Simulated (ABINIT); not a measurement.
# GaP (F-43m) in ABINIT: settings compared

Aim: see how the results for GaP move with the level of theory and the settings. Levels: LDA, PBE, PBEsol. Tasks: single point, relaxation of cell and atoms.

All numbers are computed with ABINIT 10.8.3 (patched build); they aren't measurements. Logs are shortened: lines on timing, memory, paths and dates and some standing lists are left out, and cuts for length are marked. The log counts tension as positive stress, the text compression.

**The experiment to reproduce.**

“Stacking defects in GaP nanowires: Electronic structure and optical properties”, 2018, arxiv:1810.01194 quotes, for a bulk crystal of GaP at 10 K: band gap 2.34 eV (indirect).

How close the calculation comes is told below.

## 1. The crystal as given

It takes space group F-43m (No. 216, cubic). Conventional cell: a = 5.451 Å, b = 5.451 Å, c = 5.451 Å, α = 90.00°, β = 90.00°, γ = 90.00°. Around Ga (site symmetry -43m) lie 4 P at 2.36 Å. P (site symmetry -43m) has 4 Ga at 2.36 Å as nearest neighbours.

## 2. Single point, LDA (cell relaxed)

run.abi

```
# Pseudopotentials
pp_dirpath "./"
pseudos "Ga.upf, P.upf"

# Structure
acell 3*1.0
rprim
     0.0000000000     5.0912043536     5.0912043536
     5.0912043536     0.0000000000     5.0912043536
     5.0912043536     5.0912043536     0.0000000000
ntypat 2
znucl 31 15
natom 2
typat 1 2
xcart
     0.0000000000     0.0000000000     0.0000000000
     4.0412239800     4.0412239800     4.0412239800 Angstrom
chkprim 0
chksymtnons 0
tolsym 1.0e-6

# Plane-wave basis
ecut 40.0

# k points
kptopt 1
ngkpt 6 6 6
nshiftk 1
shiftk 0.0 0.0 0.0

# Exchange and correlation
ixc 7

# Bands and occupations
nband 13
occopt 3
tsmear 0.00183747

# SCF cycle
nstep 100
tolvrs 1.0e-10

# Output
iomode 3
prtwf 0
prtden 0
prteig 0
prtebands 0
```

Potentials or basis: PseudoDojo NC SR LDA v0.4.1 standard.

Launch:

```
$ abinit run.abi > log 2>&1
```

run.abo:

```text
.Version 10.8.3 of ABINIT
 Symmetries : space group F-4 3 m (#216); Bravais cF (face-center cubic)
================================================================================
 Values of the parameters that define the memory need of the present run
     intxc =       0    ionmov =       0      iscf =       7    lmnmax =       6
     lnmax =       6     mgfft =      45  mpssoang =       3    mqgrid =    3001
     natom =       2  nloc_mem =       1    nspden =       1   nspinor =       1
    nsppol =       1      nsym =      24    n1xccc =    2501    ntypat =       2
    occopt =       3   xclevel =       1
       mpw =        3206          nfft =       91125          nkpt =          16
================================================================================
================================================================================

--------------------------------------------------------------------------------
------------- Echo of variables that govern the present computation ------------
--------------------------------------------------------------------------------
 -outvars: echo values of preprocessed input variables --------
            acell      1.0000000000E+00  1.0000000000E+00  1.0000000000E+00 Bohr
              amu      6.97230000E+01  3.09737620E+01
          chkprim           0
      chksymtnons           0
             ecut      4.00000000E+01 Hartree
              ixc           7
         kptrlatt        6    0    0      0    6    0      0    0    6
          kptrlen      4.32003015E+01
            natom           2
            nband          13
            ngfft          45      45      45
             nkpt          16
            nstep         100
             nsym          24
           ntypat           2
           occopt           3
           prtden           0
        prtebands           0
           prteig           0
            prtwf           0
            rprim      0.0000000000E+00  5.0912043536E+00  5.0912043536E+00
                       5.0912043536E+00  0.0000000000E+00  5.0912043536E+00
                       5.0912043536E+00  5.0912043536E+00  0.0000000000E+00
          spgroup         216
           tolsym      1.00000000E-06
           tolvrs      1.00000000E-10
           tsmear      1.83747000E-03 Hartree
            typat      1  2
           xangst      0.0000000000E+00  0.0000000000E+00  0.0000000000E+00
                       4.0412239772E+00  4.0412239772E+00  4.0412239772E+00
            xcart      0.0000000000E+00  0.0000000000E+00  0.0000000000E+00
                       7.6368065304E+00  7.6368065304E+00  7.6368065304E+00
             xred      0.0000000000E+00  0.0000000000E+00  0.0000000000E+00
                       7.5000000000E-01  7.5000000000E-01  7.5000000000E-01
            znucl       31.00000   15.00000

================================================================================

 chkinp: Checking input parameters for consistency.

================================================================================
== DATASET  1 ==================================================================

--- !DatasetInfo
iteration_state: {dtset: 1, }
dimensions: {natom: 2, nkpt: 16, mband: 13, nsppol: 1, nspinor: 1, nspden: 1, mpw: 3206, }
cutoff_energies: {ecut:  40.0, pawecutdg:  -1.0, }
electrons: {nelect:   1.80000000E+01, charge:   0.00000000E+00, occopt:   3.00000000E+00, tsmear:   1.83747000E-03, }
meta: {optdriver: 0, ionmov: 0, optcell: 0, iscf: 7, paral_kgb: 0, }
...

 Exchange-correlation functional for the present dataset will be:
  LDA: Perdew-Wang 92 LSD fit to Ceperley-Alder data - ixc=7
  J.P.Perdew and Y.Wang, PRB 45, 13244 (1992)

 Real(R)+Recip(G) space primitive vectors, cartesian coordinates (Bohr,Bohr^-1):
 R(1)=  0.0000000  5.0912044  5.0912044  G(1)= -0.0982086  0.0982086  0.0982086
 R(2)=  5.0912044  0.0000000  5.0912044  G(2)=  0.0982086 -0.0982086  0.0982086
 R(3)=  5.0912044  5.0912044  0.0000000  G(3)=  0.0982086  0.0982086 -0.0982086
 Unit cell volume ucvol=  2.6393172E+02 bohr^3
 Angles (23,13,12)=  6.00000000E+01  6.00000000E+01  6.00000000E+01 degrees

 getcut: wavevector=  0.0000  0.0000  0.0000  ngfft=  45  45  45
         ecut(hartree)=     40.000   => boxcut(ratio)=   2.14646

--- Pseudopotential description ------------------------------------------------
- pspini: atom type   1  psp file is ./Ga.upf
12 -1012 2 -1 1858                            pspcod,pspxc,lmax,lloc,mmax
     nproj     2     2     2

- pspini: atom type   2  psp file is ./P.upf
12 -1012 2 -1 1298                            pspcod,pspxc,lmax,lloc,mmax
     nproj     2     2     2

   5.69078347E+02                                ecore*ucvol(ha*bohr**3)
--------------------------------------------------------------------------------

================================================================================

--- !BeginCycle
iteration_state: {dtset: 1, }
solver: {iscf: 7, nstep: 100, nline: 4, wfoptalg: 0, }
tolerances: {tolvrs: 1.00E-10, }
...

     iter   Etot(hartree)      deltaE(h)  residm     vres2
 ETOT  1  -81.666835906640    -8.167E+01 5.928E-01 1.532E+03
 ETOT  2  -83.103493338299    -1.437E+00 9.668E-02 2.121E+03
 ETOT  3  -83.312908290425    -2.094E-01 6.518E-03 3.143E+02
 ETOT  4  -83.335212147752    -2.230E-02 5.427E-03 1.203E+02
 ETOT  5  -83.348412853508    -1.320E-02 1.807E-03 2.791E+00
 ETOT  6  -83.348717159638    -3.043E-04 1.411E-03 1.530E-01
 ETOT  7  -83.348735099337    -1.794E-05 1.696E-04 8.639E-03
 ETOT  8  -83.348736229713    -1.130E-06 1.394E-04 2.151E-05
 ETOT  9  -83.348736232704    -2.991E-09 1.440E-05 1.064E-07
 ETOT 10  -83.348736232718    -1.472E-11 1.283E-05 1.206E-10
 ETOT 11  -83.348736232718     6.537E-13 1.314E-06 1.151E-11

 At SCF step   11       vres2   =  1.15E-11 < tolvrs=  1.00E-10 =>converged.

 Cartesian components of stress tensor (hartree/bohr^3)
  sigma(1 1)=  1.19199973E-06  sigma(3 2)=  0.00000000E+00
  sigma(2 2)=  1.19199973E-06  sigma(3 1)=  0.00000000E+00
  sigma(3 3)=  1.19199973E-06  sigma(2 1)=  0.00000000E+00

--- !ResultsGS
iteration_state: {dtset: 1, }
comment   : Summary of ground state results
lattice_vectors:
- [  0.0000000,   5.0912044,   5.0912044, ]
- [  5.0912044,   0.0000000,   5.0912044, ]
- [  5.0912044,   5.0912044,   0.0000000, ]
lattice_lengths: [   7.20005,    7.20005,    7.20005, ]
lattice_angles: [ 60.000,  60.000,  60.000, ] # degrees, (23, 13, 12)
lattice_volume:   2.6393172E+02
convergence: {deltae:  6.537E-13, res2:  1.151E-11, residm:  1.314E-06, diffor: null, }
etotal    :  -8.33487362E+01
entropy   :   0.00000000E+00
fermie    :   1.93972950E-01
cartesian_stress_tensor: # hartree/bohr^3
- [  1.19199973E-06,   0.00000000E+00,   0.00000000E+00, ]
- [  0.00000000E+00,   1.19199973E-06,   0.00000000E+00, ]
- [  0.00000000E+00,   0.00000000E+00,   1.19199973E-06, ]
pressure_GPa:  -3.5070E-02
xred      :
- [  0.0000E+00,   0.0000E+00,   0.0000E+00, Ga]
- [  7.5000E-01,   7.5000E-01,   7.5000E-01,  P]
cartesian_forces: # hartree/bohr
- [ -0.00000000E+00,  -0.00000000E+00,  -0.00000000E+00, ]
- [ -0.00000000E+00,  -0.00000000E+00,  -0.00000000E+00, ]
force_length_stats: {min:   0.00000000E+00, max:   0.00000000E+00, mean:   0.00000000E+00, }
...

 Integrated electronic density in atomic spheres:
 ------------------------------------------------
 Atom  Sphere_radius  Integrated_density
    1        2.00000         10.87813852
    2        2.00000          2.79735447
================================================================================

 ----iterations are completed or convergence reached----

 Mean square residual over all n,k,spin=   76.484E-10; max=  13.142E-07
 reduced coordinates (array xred) for    2 atoms
       0.000000000000      0.000000000000      0.000000000000
       0.750000000000      0.750000000000      0.750000000000
 rms dE/dt=  0.0000E+00; max dE/dt=  0.0000E+00; dE/dt below (all hartree)
    1       0.000000000000      0.000000000000      0.000000000000
    2       0.000000000000      0.000000000000      0.000000000000

 cartesian coordinates (angstrom) at end:
    1      0.00000000000000     0.00000000000000     0.00000000000000
    2      4.04122397722128     4.04122397722128     4.04122397722128

 cartesian forces (hartree/bohr) at end:
    1     -0.00000000000000    -0.00000000000000    -0.00000000000000
    2     -0.00000000000000    -0.00000000000000    -0.00000000000000
 frms,max,avg= 0.0000000E+00 0.0000000E+00   0.000E+00  0.000E+00  0.000E+00 h/b

 cartesian forces (eV/Angstrom) at end:
    1     -0.00000000000000    -0.00000000000000    -0.00000000000000
    2     -0.00000000000000    -0.00000000000000    -0.00000000000000
 frms,max,avg= 0.0000000E+00 0.0000000E+00   0.000E+00  0.000E+00  0.000E+00 e/A
 length scales=  1.000000000000  1.000000000000  1.000000000000 bohr
              =  0.529177210544  0.529177210544  0.529177210544 angstroms
 Fermi (or HOMO) energy (hartree) =   0.19397   Average Vxc (hartree)=  -0.37902
 Eigenvalues (hartree) for nkpt=  16  k points:
 kpt#   1, nband= 13, wtk=  0.00463, kpt=  0.0000  0.0000  0.0000 (reduced coord)
  -0.37461   -0.37461   -0.37461   -0.37060   -0.37060   -0.30201    0.16780    0.16780
   0.16780    0.23716    0.30682    0.30682    0.30682
      occupation numbers for kpt#   1
   2.00000    2.00000    2.00000    2.00000    2.00000    2.00000    2.00000    2.00000
   2.00000    0.00000    0.00000    0.00000    0.00000
 prteigrs : prtvol=0 or 1, do not print more k-points.

--- !EnergyTerms
iteration_state     : {dtset: 1, }
comment             : Components of total free energy in Hartree
kinetic             :  6.50864861146438E+01
hartree             :  2.58100160973399E+01
xc                  : -2.26528615473856E+01
Ewald energy        : -4.87956704084694E+01
psp_core            :  2.15615748206041E+00
local_psp           : -6.80119726288158E+01
non_local_psp       : -3.69408913410502E+01
internal            : -8.33487362316768E+01
'-kT*entropy'       : -1.04098872421022E-09
total_energy        : -8.33487362327178E+01
total_energy_eV     : -2.26803465474288E+03
band_energy         : -3.93468617019702E+00
...

 Cartesian components of stress tensor (hartree/bohr^3)
  sigma(1 1)=  1.19199973E-06  sigma(3 2)=  0.00000000E+00
  sigma(2 2)=  1.19199973E-06  sigma(3 1)=  0.00000000E+00
  sigma(3 3)=  1.19199973E-06  sigma(2 1)=  0.00000000E+00

-Cartesian components of stress tensor (GPa)         [Pressure= -3.5070E-02 GPa]
- sigma(1 1)=  3.50698428E-02  sigma(3 2)=  0.00000000E+00
- sigma(2 2)=  3.50698428E-02  sigma(3 1)=  0.00000000E+00
- sigma(3 3)=  3.50698428E-02  sigma(2 1)=  0.00000000E+00

== END DATASET(S) ==============================================================
================================================================================

 -outvars: echo values of variables after computation  --------
            acell      1.0000000000E+00  1.0000000000E+00  1.0000000000E+00 Bohr
           etotal     -8.3348736233E+01
            fcart     -0.0000000000E+00 -0.0000000000E+00 -0.0000000000E+00
                      -0.0000000000E+00 -0.0000000000E+00 -0.0000000000E+00
            rprim      0.0000000000E+00  5.0912043536E+00  5.0912043536E+00
                       5.0912043536E+00  0.0000000000E+00  5.0912043536E+00
                       5.0912043536E+00  5.0912043536E+00  0.0000000000E+00
           strten      1.1919997301E-06  1.1919997301E-06  1.1919997301E-06
                       0.0000000000E+00  0.0000000000E+00  0.0000000000E+00
           xangst      0.0000000000E+00  0.0000000000E+00  0.0000000000E+00
                       4.0412239772E+00  4.0412239772E+00  4.0412239772E+00
             xred      0.0000000000E+00  0.0000000000E+00  0.0000000000E+00
                       7.5000000000E-01  7.5000000000E-01  7.5000000000E-01
 Calculation completed.
```

Wall time 28 s (1 thread of Arm Neoverse V1, shared host); peak memory 0.08 GiB.

What came out:

| Quantity | Value |
| --- | --- |
| Free energy | -2268.0347 eV |
| Pressure | 0.0 GPa |
| Band gap on the k mesh | 1.43 eV, indirect (least direct gap 1.89 eV) |
| Valence electrons inside the program's atomic spheres | Ga 10.88; P 2.80 |

## 3. Relaxation of cell and atoms, PBE

run.abi

```
# Pseudopotentials
pp_dirpath "./"
pseudos "Ga.upf, P.upf"

# Structure
acell 3.8540855109 3.8540855109 3.8540855109 Angstrom
rprim
     0.0000000000     0.7071067812     0.7071067812
     0.7071067812     0.0000000000     0.7071067812
     0.7071067812     0.7071067812     0.0000000000
ntypat 2
znucl 31 15
natom 2
typat 1 2
chkprim 0
chksymtnons 0
tolsym 1.0e-6
xred
            0.0            0.0            0.0
            3/4            3/4            3/4

# Plane-wave basis
ecut 1088.455450 eV
ecutsm 0.5

# k points
kptopt 1
ngkpt 6 6 6
nshiftk 1
shiftk 0.0 0.0 0.0

# Exchange and correlation
ixc 11

# Bands and occupations
nband 13
occopt 3
tsmear 0.05 eV

# SCF cycle
nstep 80
tolvrs 1.0e-12

# Output
iomode 3
prteig 0
prtebands 0
prtwf 0
prtden 0

# Relaxation
ionmov 2
optcell 2
ntime 50
tolmxf 2.0e-5
dilatmx 1.08
```

Potentials or basis: PseudoDojo NC SR PBE v0.4.1 standard.

Launch:

```
$ abinit run.abi > log 2>&1
```

Run time: 3.3 min. Hardware: 1 thread of Arm Neoverse N1, shared host; peak memory 0.1 GiB.

Results (log left out):

```
Free energy                            : -2270.2050 eV
Relaxed volume                         : 20.90 Å³/atom
Relaxed cell                           : a = 3.895 Å, b = 3.895 Å, c = 3.895 Å, α = 60.00°, β = 60.00°, γ = 60.00°
Space group after relaxing (to 0.05 Å) : F-43m (No. 216)
Energy gained by relaxing              : 5.3 meV/atom
Ionic steps                            : 4
Pressure after relaxing                : 0.0 GPa
Band gap on the k mesh                 : 1.55 eV, direct
```

The path:
```
step  energy change (eV)  largest force (eV/Å)  pressure (GPa)  volume (Å³)
   1              0.0000                0.0000            2.64        40.48
   2             -0.0047                0.0000            1.94        40.81
   3             -0.0105                0.0000            0.08        41.75
   4             -0.0105                0.0000            0.00        41.79
```

Final structure:
```
CELL_PARAMETERS angstrom
0.00000 2.75441 2.75441
2.75441 0.00000 2.75441
2.75441 2.75441 0.00000
ATOMIC_POSITIONS crystal
Ga 0.00000 0.00000 0.00000
P 0.75000 0.75000 0.75000
```

## 4. Single point, PBE (cell relaxed)

run.abi

```
# Pseudopotentials
pp_dirpath "./"
pseudos "Ga.upf, P.upf"

# Structure
acell 3*1.0 Angstrom
rprim
     0.0000000000     2.7544104700     2.7544104700
     2.7544104700     0.0000000000     2.7544104700
     2.7544104700     2.7544104700     0.0000000000
ntypat 2
znucl 31 15
natom 2
typat 1 2
xred
     0.0000000000     0.0000000000     0.0000000000
     0.7500000000     0.7500000000     0.7500000000
chkprim 0
chksymtnons 0
tolsym 1.0e-6

# Plane-wave basis
ecut 1088.455450 eV

# k points
kptopt 1
ngkpt 6 6 6
nshiftk 1
shiftk 0.0 0.0 0.0

# Exchange and correlation
ixc 11

# Bands and occupations
nband 13
occopt 3
tsmear 0.00183747

# SCF cycle
nstep 100
tolvrs 1.0e-10

# Output
iomode 3
prtwf 0
prteig 0
prtebands 0
enunit 1
prtden 1
prtvha 1
prtvclmb 1
prtpot 1
prtelf 1
```

Launch:

```
$ abinit run.abi > log 2>&1
```

It took 46 s on 1 thread of Arm Neoverse N1, shared host; peak memory 0.09 GiB.

It converged, with:

```yaml
Free_energy: -2270.2051 eV
Pressure: 0.0 GPa
Band_gap_on_the_k_mesh: 1.55 eV, direct
Valence_electrons_inside_the_program's_atomic_spheres: Ga 10.82; P 2.79
```

Levels at points of the mesh, in eV from the valence-band top:
```csv
k point,band 5,band 6,band 7,band 8,band 9,band 10,band 11,band 12,band 13
"(0.00, 0.00, 0.00)",-14.43,-12.26,0.00,0.00,0.00,1.55,3.89,3.89,3.89
"(0.50, 0.00, 0.00)",-14.43,-10.30,-6.46,-1.07,-1.07,1.57,4.72,4.72,8.22
"(0.50, 0.50, 0.00)",-14.41,-9.44,-6.61,-2.57,-2.57,1.72,1.85,10.34,10.37
```

(Continued in part 2 of 2.)
